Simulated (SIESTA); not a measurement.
MoS2:

```
Mo S
1.0
     1.58000    0.91221    6.15000
    -1.58000    0.91221    6.15000
     0.00000   -1.82443    6.15000
Mo S
1 2
Direct
  0.00000 0.00000 0.00000
  0.41700 0.41700 0.41700
  0.25000 0.25000 0.25000
```

Measurements of this composition are mostly on another form, of space group No. 194.

* Program: SIESTA 5.4.2
* Task: single point
* Functional: PBEsol
* Potentials or basis: PseudoDojo 0.4 standard (PBEsol files)
* Basis: DZP (energy shift 0.003 Ry; two zetas on semicore shells)
* Grid cutoff: 800 Ry
* Energy shift: 0.003 Ry
* k mesh: 10 × 10 × 10
* Occupations: fermi-dirac, width 0.05 eV
* Spin: no spin polarisation

On this cell: pressure 3.4 GPa; largest force 0.710 eV/Å; band gap on the k mesh 0.97 eV, indirect (least direct gap 1.99 eV).

The same run follows on a disturbed copy (atoms moved at random, drawn with an rms of 0.05 Å):

```
Mo S
1.0
     1.58000    0.91221    6.15000
    -1.58000    0.91221    6.15000
     0.00000   -1.82443    6.15000
Mo S
1 2
Direct
  0.00109 0.99465 0.00229
  0.39382 0.43175 0.43359
  0.24200 0.24394 0.26031
```

Problem. What does the disturbed cell give?

Solution. The energy moves by +7.3 meV/atom; pressure -0.2 GPa; largest force 1.245 eV/Å; band gap on the k mesh 0.91 eV, indirect (least direct gap 1.98 eV).

Forces in eV/Å, atoms in the order of the input:
```
Mo  -0.792 -0.522  0.806
S    0.624  0.257 -0.436
S    0.168  0.264 -0.369
```

Stress tensor (GPa, compression positive):
```
-0.44 -0.78  2.12
-0.78  0.65  0.01
 2.12  0.01 -0.70
```

Caveats: the basis of atomic orbitals isn't converged, which shifts pressures, moduli and gaps.

A k mesh can miss the band edges.
